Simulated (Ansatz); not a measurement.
## Cs3Hg, space group Pm-3m: an SCF with some post-processing

Computed with Ansatz 0.2.0 through its Python package.

The script, `report_cs3hg.py`:
```python
'''Bonding analysis of Cs3Hg.'''

from pathlib import Path
import itertools

import ansatz
import numpy as np

cs3hg = (
    ansatz.Lattice.cubic(6.783537)
    .space_group(221)
    .atom('Cs', [0.0, 0.5, 0.5])
    .atom('Hg', [0.0, 0.0, 0.0])
)

model = cs3hg.calculation()
model = model.functional('pbesol').basis(17 * ansatz.Ha)
model = model.kpoints(4, 4, 4)
model = model.occupations('Fermi-Dirac', width=0.1).density()
model = model.potential()
model = model.electron_localization_function()
model = model.output_files(volumetric_format='npy')
model = model.density_of_states(energy_step=0.05, method='smearing', broadening_width=0.2, projected=True).populations()
history = []
result = model.session().plan().execute(on_event=lambda event: history.append(event['data']['dr2_ev']) if event['event'] == 'scf_iter' else None)
report = result.report
print('density residual by iteration (eV):', ' '.join(f'{value:.1e}' for value in history[:40]))

for key in ('converged', 'n_iterations', 'n_electrons', 'n_kpoints', 'n_pw', 'n_symmetry_ops', 'free_energy_ev', 'fermi_energy_ev'):
    print(f'{key:18s} {report[key]}')

folder = Path(result.write_results('fields'))
print('densities in e/A^3, potentials in eV, ELF without unit')
for name in sorted(p.name for p in folder.glob('*.npy')):
    field = np.load(folder / name)
    print(f'{name:16s} {str(field.shape):16s} min {field.min():10.4f}  mean {field.mean():10.4f}  max {field.max():10.4f}')

# d-band centre and width over a window about the Fermi level
dos = result.density_of_states()
energy = np.asarray(dos.energies_ev) - dos.fermi_ev
window = (energy > -10) & (energy < 4)
for index, site in enumerate(result.projected_density_of_states().sites):
    for shell in site.shells:
        if shell.l == 2:
            g = sum(np.sum(part.g_bin_mean_per_ev, axis=0) for part in shell.curves)[window]
            if g.sum() > 1e-6:
                centre = (g * energy[window]).sum() / g.sum()
                width = np.sqrt((g * (energy[window] - centre) ** 2).sum() / g.sum())
                print(f'site {index} {site.species} {shell.label}: centre {centre:.3f} eV, rms width {width:.3f} eV')

files = Path(result.write_results('tables'))
print((files / 'populations.tsv').read_text())

# valence electrons inside a sphere about each atom
rho = result.density()
total = sum(channel.density_e_per_ang3 for channel in rho.channels[:2])
grid_cell = np.asarray(rho.fft_grid_basis) @ result.lattice.cell_ang
mesh = np.stack(np.meshgrid(*[np.arange(n) / n for n in rho.dims], indexing='ij'), axis=-1)
for site in result.lattice.sites:
    offset = mesh - site.position_ang @ np.linalg.inv(grid_cell)
    offset -= offset.round()
    distance = np.min([np.linalg.norm((offset + shift) @ grid_cell, axis=-1) for shift in itertools.product((-1, 0, 1), repeat=3)], axis=0)
    inside = [total[distance < radius].sum() * rho.cell_volume_ang3 / total.size for radius in (0.8, 1.0, 1.2)]
    print(site.symbol, 'electrons within 0.8, 1.0, 1.2 A:', np.round(inside, 2))
```

Running `python report_cs3hg.py` prints:
```text
density residual by iteration (eV): 6.5e-01 3.3e-01 8.0e-03 2.9e-03 7.4e-04 5.7e-05 4.9e-06 2.2e-07 1.7e-08
converged          True
n_iterations       9
n_electrons        47.0
n_kpoints          10
n_pw               7075
n_symmetry_ops     48
free_energy_ev     -30425.343516205776
fermi_energy_ev    3.8067655786563757
densities in e/A^3, potentials in eV, ELF without unit
elf.npy          (48, 48, 48)     min     0.0000  mean     0.2252  max     0.8934
rho.npy          (48, 48, 48)     min    -0.0568  mean     0.1506  max    17.6367
v_es.npy         (48, 48, 48)     min   -43.9545  mean     2.5170  max     6.6899
v_tot.npy        (48, 48, 48)     min   -71.7371  mean    -3.8854  max     2.4398
site 3 Hg 5D: centre -6.908 eV, rms width 0.201 eV
# site	symbol	l	j	q
# orbitals = lowdin
# n_electrons = 47.000000
# spilling = 0.008506
0	Cs	0_5S	-	1.984528
0	Cs	0_6S	-	0.935123
0	Cs	1_5P	-	5.979658
1	Cs	0_5S	-	1.984528
1	Cs	0_6S	-	0.935123
1	Cs	1_5P	-	5.979658
2	Cs	0_5S	-	1.984528
2	Cs	0_6S	-	0.935123
2	Cs	1_5P	-	5.979658
3	Hg	0_5S	-	1.998686
3	Hg	0_6S	-	1.909218
3	Hg	1_5P	-	5.999305
3	Hg	2_5D	-	9.995101

Cs electrons within 0.8, 1.0, 1.2 A: [2.08 3.99 5.57]
Cs electrons within 0.8, 1.0, 1.2 A: [2.08 3.99 5.57]
Cs electrons within 0.8, 1.0, 1.2 A: [2.08 3.99 5.57]
Hg electrons within 0.8, 1.0, 1.2 A: [13.15 16.03 17.52]
```

Total energies depend on the potentials; only differences at equal settings carry meaning. A total without «per atom» is that of the cell as typed. The mesh is modest for a metal, so energies can be off by several to tens of meV an atom and pressures by half a GPa or more; differences at equal mesh fare better. An absolute Fermi energy rests on an arbitrary zero of the periodic potential and has no direct meaning. Projections exist only for the shells that the potentials hold, some of them semicore, and samples at single energies can miss narrow peaks. The empty d shell of the heavier alkali and alkaline-earth atoms, which makes much of a conduction band, may have no channel. Spin-orbit coupling, which matters for elements this heavy, is left out. Densities and potentials on the grid are those of the valence electrons, and inside the cores they hang on the potentials used. This cell is a computed structure, which may not be the phase found in nature. The computed bands are complete only to about 1.2 eV above the Fermi level; beyond that the density of states is undercounted. A band centre counts only the states inside the window taken. Finished in 8.4 s on 1 thread of Arm Neoverse V1 (shared host), peak memory 0.54 GiB.

(Lines on the test bed's own set-up are left out of the output.)
